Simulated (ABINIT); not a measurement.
Runs of ABINIT 10.8.3 (patched build) on AlFe. The structure is cubic, space group Pm-3m (No. 221). Conventional cell: a = 2.910 Å, b = 2.910 Å, c = 2.910 Å, α = 90.00°, β = 90.00°, γ = 90.00°. Around Fe (site symmetry m-3m) lie 8 Al at 2.52 Å. Al (site symmetry m-3m) is surrounded by 8 Fe at 2.52 Å. 

```csv
task,level,U,cell,k mesh,cutoff (eV),smearing,cell freedom (optcell),optimiser (ionmov),cutoff smearing ecutsm (Ha),force stop (Ha/bohr),fine-grid cutoff,mesh quality,gap on the mesh (eV),pressure (GPa),moment (μB)
relaxation of cell and atoms,PBEsol,-,relaxed,7 × 7 × 7,419,fermi-dirac 0.05 eV,2,2,0.5,2e-05,838.111 eV,not flagged,none,0.0,0.64
Hubbard U by linear response,PBE+U,Fe d U = 0 eV,as given,4 × 4 × 4,381,gaussian 0.136 eV,-,-,-,-,761.919 eV,coarse,none,(a),0.50
phonons,PBEsol,-,cell relaxed at zero pressure by an earlier run,12 × 12 × 12,419,cold (ABINIT) 0.136 eV,-,-,0.5,-,838.111 eV,not flagged,none,0.0,0.68
single point,PBEsol,-,cell relaxed,7 × 7 × 7,419,fermi-dirac 0.05 eV,-,-,-,-,838.111 eV,not flagged,none,-0.1,0.64
```

Alike in all rows: potentials or basis Ansatz PAW PBE default generated set, frozen core; spin collinear, ferromagnetic start.

**Question.** Estimate the missing entries.

**Answer.** (a) -7.8.

Caveats: some runs use coarse meshes; the atomic spheres overlap; the PAW data sets were made with another functional, which shifts forces and pressure a little (some runs); the shifted atom has its images in every cell, so this scalar value isn't converged in cell size and belongs to these projectors alone (some runs); the U is typed as a test and isn't derived for this compound (some runs); this build's spin-polarised response under this functional may be imprecise (some runs).

A gap of «none» marks a metal or a gap under the smearing width.
